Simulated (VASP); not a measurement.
Wanted: the native input for a VASP 6.6.1 run.

```
Task                   : relaxation of cell and atoms
Functional             : PBEsol
Dispersion             : D4
Potentials or basis    : VASP PAW PBE potentials, release 64 (Mg)
Cutoff                 : 600 eV
k mesh                 : 10 × 10 × 5
Occupations            : fermi-dirac, width 0.05 eV
Spin                   : no spin polarisation
Further INCAR settings : ALGO = Fast; EDIFF = 1e-06; IBRION = 2; EDIFFG = -0.01; NSW = 40; ISIF = 3
```

The structure of Mg lies in POSCAR:

```
Mg
1.0
    3.2093000000      0.0000000000      0.0000000000
   -1.6046500000      2.7793353284      0.0000000000
    0.0000000000      0.0000000000      5.2103000000
Mg
2
Direct
    0.6666666667      0.3333333333      0.7500000000
    0.3333333333      0.6666666667      0.2500000000
```

One way to write it, as run:

INCAR

```
  PREC = Accurate
  ENCUT = 600
  EDIFF = 1E-6
  ISMEAR = -1
  SIGMA = 0.05
  LREAL = False
  LASPH = True
  NELM = 80
  ALGO = Fast
  ISIF = 3
  LWAVE = False
  LCHARG = False
  GGA = PS
  IVDW = 13
  IBRION = 2
  NSW = 40
  EDIFFG = -0.01
```

KPOINTS

```
regular mesh
0
Gamma
  10 10 5
```

Potentials or basis: VASP PAW PBE potentials, release 64 (Mg).

Command:

```bash
$ cat potpaw_PBE.64/Mg/POTCAR > POTCAR
$ mpirun -np 1 vasp_std > vasp.out
```

It gave:

```yaml
Relaxed_volume: 23.23 Å³/atom
Relaxed_cell: a = 3.175 Å, b = 3.175 Å, c = 5.320 Å, α = 90.00°, β = 90.00°, γ = 120.00°
Space_group_after_relaxing_to_0.05_Å: P6_3/mmc (No. 194)
Energy_gained_by_relaxing: 2.7 meV/atom
Ionic_steps: 25
Pressure_after_relaxing: 0.0 GPa
Band_gap_on_the_k_mesh: none (metal or under the smearing width)
Dispersion_energy_per_atom: -0.093 eV
```

Caveat: the PAW data sets were made with another functional, which shifts forces and pressure a little; pairwise dispersion overbinds metals, which lowers pressure and volume.

It took 110 s on 1 thread of Intel(R) Xeon(R) Platinum 8488C (Sapphire Rapids) (shared host), peak memory 0.18 GiB.
